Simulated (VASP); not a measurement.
# O2 in VASP: relaxation of the atoms with optB86b-vdW

Aim: the relaxation of the atoms of O2 with optB86b-vdW.

Program: VASP 6.6.1. These are calculated values, not measurements. Logs are shortened: lines on timing, memory, paths and dates and some standing lists are left out, and cuts for length are marked.

### Step 1. The structure

The cell holds a molecule in a box, 2 atoms: a = 11.626 Å, b = 12.126 Å, c = 12.626 Å, α = 90.00°, β = 90.00°, γ = 90.00°.

### Step 2. Relaxation of the atoms, optB86b-vdW, collinear spin, ferromagnetic start

INCAR reads:

```
SYSTEM = O
PREC = Accurate
ENCUT = 400
EDIFF = 1E-6
ISMEAR = 0
SIGMA = 0.01
LREAL = .False.
LASPH = .True.
NELM = 80
ALGO = Normal
ISIF = 2
LWAVE = .False.
LCHARG = .False.
ISPIN = 2
MAGMOM = 1.1 1.1
LORBIT = 11
NUPDOWN = 2
GGA = MK
LUSE_VDW = .True.
AGGAC = 0.0
PARAM1 = 0.1234
PARAM2 = 1.0
IBRION = 2
NSW = 120
EDIFFG = -0.03
ISYM = 0
```

KPOINTS reads:

```
Automatic mesh
0
Gamma
  1 1 1
  0 0 0
```

POSCAR reads:

```
O
1.0
   11.6260970939      0.0000000000      0.0000000000
    0.0000000000     12.1260970939      0.0000000000
    0.0000000000      0.0000000000     12.6260970939
O
2
Selective dynamics
Direct
    0.5484297131      0.5219067480      0.5038687911  F F F
    0.4515702869      0.4863399285      0.4961312089  T T T
```

Potentials or basis: VASP PAW PBE potentials, release 64 (O).

On the command line:

```sh
> cat potpaw_PBE.64/O/POTCAR > POTCAR
> mpirun -np 1 vasp_gam > vasp.out
```

OUTCAR:

```text
SYSTEM = O
   PREC = Accurate
   ENCUT = 400
   EDIFF = 1E-6
   ISMEAR = 0
   LREAL = .False.
   LASPH = .True.
   NELM = 80
   ISIF = 2
   ISPIN = 2
   LORBIT = 11
   NUPDOWN = 2
   GGA = MK
   IBRION = 2
   NSW = 120
   EDIFFG = -0.03
   ISYM = 0

 ion  position               nearest neighbor table
   1  0.548  0.522  0.504-   2 1.21
   2  0.452  0.486  0.496-   1 1.21

IMPORTANT INFORMATION: All symmetrisations will be switched off!
NOSYMM: (Re-)initialisation of all symmetry stuff for point group C_1.

----------------------------------------------------------------------------------------

                                     Primitive cell

  volume of cell :    1780.0168

  direct lattice vectors                    reciprocal lattice vectors
    11.626097094  0.000000000  0.000000000     0.086013388  0.000000000  0.000000000
     0.000000000 12.126097094  0.000000000     0.000000000  0.082466765  0.000000000
     0.000000000  0.000000000 12.626097094     0.000000000  0.000000000  0.079201038

  length of vectors
    11.626097094 12.126097094 12.626097094     0.086013388  0.082466765  0.079201038

  position of ions in fractional coordinates (direct lattice)
     0.548429713  0.521906748  0.503868791
     0.451570287  0.486339929  0.496131209

  ion indices of the primitive-cell ions
   primitive index   ion index
                 1           1
                 2           2

----------------------------------------------------------------------------------------

 KPOINTS: Automatic mesh

Automatic generation of k-mesh.
 Grid dimensions read from file:
 generate k-points for:    1    1    1

 Generating k-lattice:

  Cartesian coordinates                     Fractional coordinates (reciprocal lattice)
     0.086013388  0.000000000  0.000000000     1.000000000  0.000000000  0.000000000
     0.000000000  0.082466765  0.000000000     0.000000000  1.000000000  0.000000000
     0.000000000  0.000000000  0.079201038     0.000000000  0.000000000  1.000000000

  Length of vectors
     0.086013388  0.082466765  0.079201038

  Shift w.r.t. Gamma in fractional coordinates (k-lattice)
     0.000000000  0.000000000  0.000000000

 Subroutine IBZKPT returns following result:
 ===========================================

 Found      1 irreducible k-points:

 Following reciprocal coordinates:
            Coordinates               Weight
  0.000000  0.000000  0.000000      1.000000
   k-points           NKPTS =      1   k-points in BZ     NKDIM =      1   number of bands    NBANDS=     11
   number of dos      NEDOS =    301   number of ions     NIONS =      2
   total plane-waves  NPLWV = 537600
   dimension x,y,z NGX =    80 NGY =   80 NGZ =   84
   dimension x,y,z NGXF=   160 NGYF=  160 NGZF=  168
   ions per type =               2
   NGX,Y,Z   is equivalent  to a cutoff of  11.44, 10.97, 11.06 a.u.
   NGXF,Y,Z  is equivalent  to a cutoff of  22.88, 21.94, 22.12 a.u.
 SYSTEM =  O
   PREC   = accura    normal or accurate (medium, high low for compatibility)
   ISTART =      0    job   : 0-new  1-cont  2-samecut
   ICHARG =      2    charge: 1-file 2-atom 10-const
   ISPIN  =      2    spin polarized calculation?
   LNONCOLLINEAR =      F non collinear calculations
   LSORBIT =      F    spin-orbit coupling
   LASPH  =      T    aspherical Exc in radial PAW
   ENCUT  =  400.0 eV  29.40 Ry    5.42 a.u.  18.96 19.77 20.59*2*pi/ulx,y,z
   NELM   =     80;   NELMIN=  2; NELMDL= -5     # of ELM steps
   EDIFF  = 0.1E-05   stopping-criterion for ELM
   LREAL  =      F    real-space projection
   EDIFFG = -.3E-01   stopping-criterion for IOM
   NSW    =    120    number of steps for IOM
   IBRION =      2    ionic relax: 0-MD 1-quasi-New 2-CG
   NFREE  =      1    steps in history (QN), initial steepest desc. (CG)
   ISIF   =      2    stress and relaxation
   ISYM   =      0    0-nonsym 1-usesym 2-fastsym
   POTIM  = 0.5000    time-step for ionic-motion
   TEBEG  =    0.0;   TEEND  =   0.0 temperature during run
   PSTRESS=    0.0 pullay stress
   NELECT =      12.0000    total number of electrons
   NUPDOWN=       2.0000    fix difference up-down
   EMIN   =  10.00;   EMAX   =-10.00  energy-range for DOS
   EFERMI =   0.00;   METHOD = LEGACY
   ISMEAR =     0;   SIGMA  =   0.01  broadening in eV -4-tet -1-fermi 0-gaus
   EFERMI_NEDOS =   21; number of points for ismear=-14 and -15
   IALGO  =     38    algorithm
   IMIX   =      4    mixing-type and parameters
     AMIX     =   0.40;   BMIX     =  1.00
     AMIX_MAG =   1.60;   BMIX_MAG =  1.00
  volume/ion in A,a.u.               =     890.01      6006.07
  Fermi-wavevector in a.u.,A,eV,Ry     =   0.309262  0.584421  1.301306  0.095643
  Thomas-Fermi vector in A             =   1.185817
   LORBIT       =     11    0 simple, 1 ext, 2 COOP (PROOUT), +10 PAW based schemes
   GGA     = MK    functional components
   LHFCALC =     F    Hartree Fock is set to
   AEXX    =    0.0000 exact exchange contribution
   IVDW_NL    =     1    kernel type
   BPARAM     = 6.3000
   IVDW    =     0    specifies the selected vdW correction
   LEPSILON=     F    determine dielectric tensor
   LRPA    =     F    only Hartree local field effects (RPA)
 conjugate gradient relaxation of ions
 spin polarized calculation
 Gauss-broadening in eV      SIGMA  =   0.01
  energy-cutoff  :      400.00
  volume of cell :     1780.02
 maximum number of plane-waves:     16200
 NGX is ok and might be reduce to    80
   NGX = 37   NGY = 39   NGZ = 41

--------------------------------------- Ionic step        1  -------------------------------------------

 number of electron      12.0000004 magnetization       1.9999992

 Free energy of the ion-electron system (eV)
  ---------------------------------------------------
  ext. energy  EPLUGINS =         0.00000000
  ---------------------------------------------------
  free energy    TOTEN  =        -6.23844485 eV

  energy without entropy =       -6.23844485  energy(sigma->0) =       -6.23844485

------------------------ aborting loop because EDIFF is reached ----------------------------------------

  FORCE on cell =-STRESS in cart. coord.  units (eV):
  Direction    XX          YY          ZZ          XY          YZ          ZX
  --------------------------------------------------------------------------------------
  -------------------------------------------------------------------------------------
  Total        0.7563185     -1.3133430     -1.6417323      0.9402157      0.0814991      0.2110396
  in kB        0.6807556     -1.1821283     -1.4777086      0.8462798      0.0733566      0.1899549
  external PRESSURE =      -0.6596938 kB  Pullay stress =       0.0000000 kB

 VOLUME and BASIS-vectors are now :
 -----------------------------------------------------------------------------
  energy-cutoff  :      400.00
  volume of cell :     1780.02
      direct lattice vectors                 reciprocal lattice vectors
    11.626097094  0.000000000  0.000000000     0.086013388  0.000000000  0.000000000
     0.000000000 12.126097094  0.000000000     0.000000000  0.082466765  0.000000000
     0.000000000  0.000000000 12.626097094     0.000000000  0.000000000  0.079201038
[... 46 lines left out ...]
  FREE ENERGIE OF THE ION-ELECTRON SYSTEM (eV)
  ---------------------------------------------------
  free  energy   TOTEN  =        -6.1096243248 eV

  energy  without entropy=       -6.1096243248  energy(sigma->0) =       -6.10962432

Total vdW correction in eV:      3.1959996

--------------------------------------- Ionic step        3  -------------------------------------------

 number of electron      12.0000004 magnetization       2.0000003

 Free energy of the ion-electron system (eV)
  ---------------------------------------------------
  ext. energy  EPLUGINS =         0.00000000
  ---------------------------------------------------
  free energy    TOTEN  =        -6.26410812 eV

  energy without entropy =       -6.26410812  energy(sigma->0) =       -6.26410812

 E-fermi : -11.3729     XC(G=0):  -0.6419

 val. band max:       -7.0317915746   @ k =   0.0000   0.0000   0.0000
 cond. band min:      -4.8411350149   @ k =   0.0000   0.0000   0.0000
 fundamental gap:      2.1906565597
 Fermi energy:        -6.9075887533

 spin component 1

 k-point     1 :       0.0000    0.0000    0.0000
  band No.  band energies     occupation
      1     -32.4462      1.00000
      2     -20.6278      1.00000
      3     -13.4676      1.00000
      4     -13.2936      1.00000
      5     -13.2934      1.00000
      6      -7.0322      1.00000
      7      -7.0318      1.00000
      8      -0.5968      0.00000
      9       0.3063      0.00000
     10       0.3875      0.00000
     11       0.3904      0.00000
 Fermi energy:       -11.3729424657

 spin component 2

 k-point     1 :       0.0000    0.0000    0.0000
  band No.  band energies     occupation
      1     -31.2101      1.00000
      2     -18.9057      1.00000
      3     -12.5080      1.00000
      4     -11.5098      1.00000
      5     -11.5095      1.00000
      6      -4.8411      0.00000
      7      -4.8408      0.00000
      8      -0.5182      0.00000
      9       0.4213      0.00000
     10       0.4607      0.00000
     11       0.4679      0.00000

------------------------ aborting loop because EDIFF is reached ----------------------------------------

  FORCE on cell =-STRESS in cart. coord.  units (eV):
  Direction    XX          YY          ZZ          XY          YZ          ZX
  --------------------------------------------------------------------------------------
  -------------------------------------------------------------------------------------
  Total       -1.3604064     -1.6253017     -1.6585479      0.1291426      0.0110918      0.0274481
  in kB       -1.2244897     -1.4629196     -1.4928442      0.1162401      0.0099837      0.0247057
  external PRESSURE =      -1.3934178 kB  Pullay stress =       0.0000000 kB
[... 10 lines left out ...]
 POSITION                                       TOTAL-FORCE (eV/Angst)
 -----------------------------------------------------------------------------------
      6.37610      6.32869      6.36190        -0.022885     -0.010615     -0.002133
      5.22543      5.88802      6.26207         0.022885      0.010615      0.002133
 -----------------------------------------------------------------------------------
    total drift:                                0.000472      0.000324      0.000186

  FREE ENERGIE OF THE ION-ELECTRON SYSTEM (eV)
  ---------------------------------------------------
  free  energy   TOTEN  =        -6.2641081181 eV

  energy  without entropy=       -6.2641081181  energy(sigma->0) =       -6.26410812

Total vdW correction in eV:      3.1795739

 reached required accuracy - stopping structural energy minimisation

 total charge

# of ion       s       p       d       tot
------------------------------------------
    1        1.634   3.283   0.000   4.917
    2        1.634   3.283   0.000   4.917
--------------------------------------------------
tot          3.267   6.566   0.000   9.833

 magnetization (x)

# of ion       s       p       d       tot
------------------------------------------
    1        0.009   0.808   0.000   0.817
    2        0.009   0.808   0.000   0.817
--------------------------------------------------
tot          0.019   1.616   0.000   1.635
```

Wall time 45 min (1 thread of Intel Xeon 6975P-C (Granite Rapids), shared host); peak memory 3.6 GiB.

Results:

```yaml
Free_energy: -6.2641 eV
Energy_gained_by_relaxing: 12.8 meV/atom
Ionic_steps: 3
Net_moment: 2.00 μB per cell
Site_moments: O +0.82 μB
Valence_electrons_inside_the_program's_atomic_spheres: O 4.92
```

The path:
| step | energy change (eV) | largest force (eV/Å) | pressure (GPa) |
| --- | --- | --- | --- |
| 1 | 0.0000 | 2.0303 | -0.07 |
| 2 | 0.1288 | 3.9520 | -0.29 |
| 3 | -0.0257 | 0.0253 | -0.14 |

Final structure:
```yaml
crystal:
  lattice:
    - [11.62610, 0.00000, 0.00000]
    - [0.00000, 12.12610, 0.00000]
    - [0.00000, 0.00000, 12.62610]
  atoms:
    - { symbol: O, position: [0.54843, 0.52191, 0.50387] }
    - { symbol: O, position: [0.44946, 0.48557, 0.49596] }
```

Caveat: the cutoff is under 1.25 times the usual one of these potentials, so pressure, stress and relaxed cells hold a basis-set (Pulay) error; the standard files for N, O and F lose accuracy on very short bonds; the PAW data sets were made with another functional, which shifts forces and pressure a little; the total moment is fixed, so each spin has its own Fermi level.
